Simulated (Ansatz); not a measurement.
Born–Oppenheimer molecular dynamics of a periodic cell of 20 atoms, Al₁₆BH₃ (surface Al(110), adsorbate BH3). It goes on from the last frame of an earlier run, with new velocities.

Theory: Ansatz 0.2.0, DFT PBE, scalar-relativistic, plane waves, PAW. Settings: accuracy low, PAW set soft_1, cutoff 420 eV, k mesh 2x2x1, fermi-dirac smearing 0.05 eV, no spin polarisation.

```json
{
  "ensemble": "NVT, Nosé–Hoover chain",
  "time step": "0.5 fs",
  "steps asked": "230",
  "set temperature": "1000 K",
  "thermostat": "time constant 50 fs, chain length 3",
  "atoms held": "1 to 4",
  "seed": "283124"
}
```

Frames 1 fs apart, positions in Å.

Velocities at 15.0 fs (Å/ps):

```
Al 0.00 0.00 0.00
Al 0.00 0.00 0.00
Al 0.00 0.00 0.00
Al 0.00 0.00 0.00
Al -9.82 4.87 5.87
Al 11.36 0.44 -7.36
Al 3.28 -2.21 4.26
Al 0.60 4.53 -4.64
Al -7.58 0.04 -2.32
Al 3.50 2.09 4.15
Al -2.09 -0.64 9.69
Al 0.61 -0.18 4.85
Al 2.20 9.44 -8.45
Al -4.00 4.76 4.82
Al -9.63 -2.93 5.38
Al -3.33 -2.50 4.15
B -16.51 -2.56 4.85
H -19.02 20.46 8.11
H 3.81 -28.98 -6.10
H 10.16 46.14 -35.95
```

```xyz
20
Lattice="8.1000 0.0000 0.0000 0.0000 5.7276 0.0000 0.0000 0.0000 16.2957" Properties=species:S:1:pos:R:3 time_fs=15.0 energy_less_start_eV=0.190 T=908
Al 2.025 1.432 1.000
Al 6.075 1.432 1.000
Al 2.025 4.296 1.000
Al 6.075 4.296 1.000
Al -0.126 -0.016 2.385
Al 4.098 -0.119 2.159
Al 0.039 2.880 2.167
Al 4.017 2.797 2.095
Al 1.962 1.594 3.747
Al 6.031 1.664 3.813
Al 1.993 4.313 3.886
Al 5.971 4.317 3.722
Al 0.003 0.045 4.921
Al 3.934 0.205 4.971
Al -0.187 2.882 5.060
Al 3.969 3.044 5.163
B 3.764 1.641 6.761
H 4.687 1.973 7.525
H 2.640 2.128 7.233
H 3.497 0.333 6.887
20
Lattice="8.1000 0.0000 0.0000 0.0000 5.7276 0.0000 0.0000 0.0000 16.2957" Properties=species:S:1:pos:R:3 time_fs=16.0 energy_less_start_eV=0.139 T=933
Al 2.025 1.432 1.000
Al 6.075 1.432 1.000
Al 2.025 4.296 1.000
Al 6.075 4.296 1.000
Al -0.136 -0.011 2.391
Al 4.109 -0.119 2.152
Al 0.042 2.877 2.171
Al 4.017 2.802 2.091
Al 1.954 1.594 3.745
Al 6.035 1.666 3.817
Al 1.991 4.312 3.896
Al 5.972 4.317 3.727
Al 0.005 0.055 4.913
Al 3.930 0.210 4.976
Al -0.196 2.879 5.066
Al 3.966 3.042 5.167
B 3.747 1.638 6.767
H 4.667 1.992 7.530
H 2.649 2.097 7.223
H 3.509 0.383 6.850
20
Lattice="8.1000 0.0000 0.0000 0.0000 5.7276 0.0000 0.0000 0.0000 16.2957" Properties=species:S:1:pos:R:3 time_fs=17.0 energy_less_start_eV=0.162 T=921
Al 2.025 1.432 1.000
Al 6.075 1.432 1.000
Al 2.025 4.296 1.000
Al 6.075 4.296 1.000
Al -0.146 -0.006 2.396
Al 4.120 -0.118 2.144
Al 0.045 2.875 2.176
Al 4.018 2.807 2.087
Al 1.946 1.594 3.743
Al 6.038 1.668 3.821
Al 1.989 4.312 3.905
Al 5.972 4.317 3.732
Al 0.007 0.064 4.905
Al 3.926 0.214 4.981
Al -0.206 2.876 5.071
Al 3.962 3.039 5.171
B 3.729 1.636 6.773
H 4.644 2.005 7.531
H 2.665 2.063 7.207
H 3.524 0.437 6.811
20
Lattice="8.1000 0.0000 0.0000 0.0000 5.7276 0.0000 0.0000 0.0000 16.2957" Properties=species:S:1:pos:R:3 time_fs=18.0 energy_less_start_eV=0.291 T=860
Al 2.025 1.432 1.000
Al 6.075 1.432 1.000
Al 2.025 4.296 1.000
Al 6.075 4.296 1.000
Al -0.155 -0.001 2.401
Al 4.131 -0.117 2.137
Al 0.048 2.873 2.180
Al 4.019 2.811 2.083
Al 1.939 1.594 3.740
Al 6.041 1.669 3.825
Al 1.986 4.311 3.915
Al 5.973 4.317 3.737
Al 0.009 0.074 4.897
Al 3.922 0.219 4.986
Al -0.215 2.873 5.077
Al 3.959 3.037 5.175
B 3.712 1.634 6.781
H 4.620 2.015 7.526
H 2.680 2.029 7.189
H 3.541 0.483 6.774
20
Lattice="8.1000 0.0000 0.0000 0.0000 5.7276 0.0000 0.0000 0.0000 16.2957" Properties=species:S:1:pos:R:3 time_fs=19.0 energy_less_start_eV=0.470 T=775
Al 2.025 1.432 1.000
Al 6.075 1.432 1.000
Al 2.025 4.296 1.000
Al 6.075 4.296 1.000
Al -0.164 0.004 2.406
Al 4.141 -0.117 2.131
Al 0.051 2.871 2.185
Al 4.020 2.816 2.079
Al 1.931 1.594 3.737
Al 6.044 1.670 3.828
Al 1.984 4.311 3.924
Al 5.973 4.317 3.742
Al 0.010 0.083 4.890
Al 3.918 0.224 4.991
Al -0.223 2.871 5.082
Al 3.956 3.035 5.178
B 3.696 1.634 6.788
H 4.594 2.019 7.518
H 2.688 1.998 7.170
H 3.557 0.511 6.739
20
Lattice="8.1000 0.0000 0.0000 0.0000 5.7276 0.0000 0.0000 0.0000 16.2957" Properties=species:S:1:pos:R:3 time_fs=20.0 energy_less_start_eV=0.579 T=724
Al 2.025 1.432 1.000
Al 6.075 1.432 1.000
Al 2.025 4.296 1.000
Al 6.075 4.296 1.000
Al -0.173 0.009 2.411
Al 4.152 -0.116 2.124
Al 0.054 2.869 2.190
Al 4.020 2.821 2.075
Al 1.924 1.593 3.735
Al 6.047 1.670 3.831
Al 1.982 4.310 3.933
Al 5.974 4.318 3.748
Al 0.012 0.092 4.883
Al 3.915 0.228 4.996
Al -0.232 2.869 5.088
Al 3.952 3.032 5.182
B 3.681 1.636 6.796
H 4.570 2.020 7.508
H 2.678 1.974 7.156
H 3.573 0.513 6.707
20
Lattice="8.1000 0.0000 0.0000 0.0000 5.7276 0.0000 0.0000 0.0000 16.2957" Properties=species:S:1:pos:R:3 time_fs=21.0 energy_less_start_eV=0.567 T=729
Al 2.025 1.432 1.000
Al 6.075 1.432 1.000
Al 2.025 4.296 1.000
Al 6.075 4.296 1.000
Al -0.182 0.014 2.415
Al 4.162 -0.114 2.117
Al 0.056 2.866 2.195
Al 4.021 2.825 2.072
Al 1.916 1.593 3.732
Al 6.049 1.670 3.833
Al 1.980 4.310 3.941
Al 5.974 4.319 3.754
Al 0.013 0.102 4.876
Al 3.912 0.233 5.001
Al -0.240 2.867 5.093
Al 3.949 3.030 5.185
B 3.668 1.639 6.803
H 4.549 2.018 7.498
H 2.647 1.957 7.147
H 3.589 0.489 6.678
20
Lattice="8.1000 0.0000 0.0000 0.0000 5.7276 0.0000 0.0000 0.0000 16.2957" Properties=species:S:1:pos:R:3 time_fs=22.0 energy_less_start_eV=0.517 T=754
Al 2.025 1.432 1.000
Al 6.075 1.432 1.000
Al 2.025 4.296 1.000
Al 6.075 4.296 1.000
Al -0.191 0.019 2.418
Al 4.172 -0.113 2.111
Al 0.059 2.865 2.200
Al 4.022 2.830 2.069
Al 1.909 1.593 3.729
Al 6.051 1.670 3.836
Al 1.978 4.310 3.950
Al 5.975 4.320 3.760
Al 0.014 0.111 4.870
Al 3.909 0.237 5.006
Al -0.247 2.865 5.098
Al 3.946 3.028 5.189
B 3.657 1.644 6.810
H 4.534 2.014 7.492
H 2.595 1.947 7.144
H 3.605 0.445 6.656
20
Lattice="8.1000 0.0000 0.0000 0.0000 5.7276 0.0000 0.0000 0.0000 16.2957" Properties=species:S:1:pos:R:3 time_fs=23.0 energy_less_start_eV=0.525 T=751
Al 2.025 1.432 1.000
Al 6.075 1.432 1.000
Al 2.025 4.296 1.000
Al 6.075 4.296 1.000
Al -0.199 0.024 2.422
Al 4.181 -0.111 2.105
Al 0.061 2.862 2.205
Al 4.023 2.835 2.066
Al 1.902 1.592 3.726
Al 6.053 1.669 3.838
Al 1.976 4.310 3.958
Al 5.975 4.321 3.765
Al 0.015 0.120 4.864
Al 3.905 0.242 5.010
Al -0.255 2.863 5.104
Al 3.943 3.026 5.192
B 3.646 1.649 6.816
H 4.526 2.009 7.491
H 2.532 1.939 7.145
H 3.621 0.392 6.642
20
Lattice="8.1000 0.0000 0.0000 0.0000 5.7276 0.0000 0.0000 0.0000 16.2957" Properties=species:S:1:pos:R:3 time_fs=24.0 energy_less_start_eV=0.608 T=712
Al 2.025 1.432 1.000
Al 6.075 1.432 1.000
Al 2.025 4.296 1.000
Al 6.075 4.296 1.000
Al -0.207 0.029 2.425
Al 4.191 -0.110 2.099
Al 0.063 2.861 2.210
Al 4.024 2.839 2.064
Al 1.895 1.591 3.723
Al 6.055 1.668 3.840
Al 1.974 4.310 3.966
Al 5.976 4.322 3.772
Al 0.016 0.130 4.859
Al 3.903 0.246 5.014
Al -0.262 2.861 5.110
Al 3.940 3.024 5.194
B 3.635 1.654 6.821
H 4.526 2.003 7.496
H 2.466 1.932 7.146
H 3.638 0.339 6.640
20
Lattice="8.1000 0.0000 0.0000 0.0000 5.7276 0.0000 0.0000 0.0000 16.2957" Properties=species:S:1:pos:R:3 time_fs=25.0 energy_less_start_eV=0.725 T=657
Al 2.025 1.432 1.000
Al 6.075 1.432 1.000
Al 2.025 4.296 1.000
Al 6.075 4.296 1.000
Al -0.215 0.034 2.427
Al 4.199 -0.108 2.093
Al 0.065 2.859 2.216
Al 4.025 2.844 2.062
Al 1.888 1.591 3.720
Al 6.056 1.666 3.841
Al 1.971 4.310 3.974
Al 5.976 4.324 3.778
Al 0.017 0.139 4.854
Al 3.900 0.251 5.018
Al -0.268 2.860 5.116
Al 3.937 3.022 5.197
B 3.622 1.659 6.827
H 4.531 1.997 7.508
H 2.406 1.923 7.147
H 3.654 0.292 6.651
```

Of the whole run (115 fs, mean temperature of the second half 894 K): The conserved energy stayed within 0.16 meV per atom of its start (net change 0.0034 meV per atom), so the integration is sound. The mean temperature of the second half is 11 % below the set value. A run of 0.12 ps of so small a system gives no equilibrium averages. Limits of this set-up: coarse k mesh, thin slab, slab without dipole correction, low accuracy level.

Time of the run: 20 min on 1 thread of Arm Neoverse V2 (shared host), peak memory 0.82 GiB.
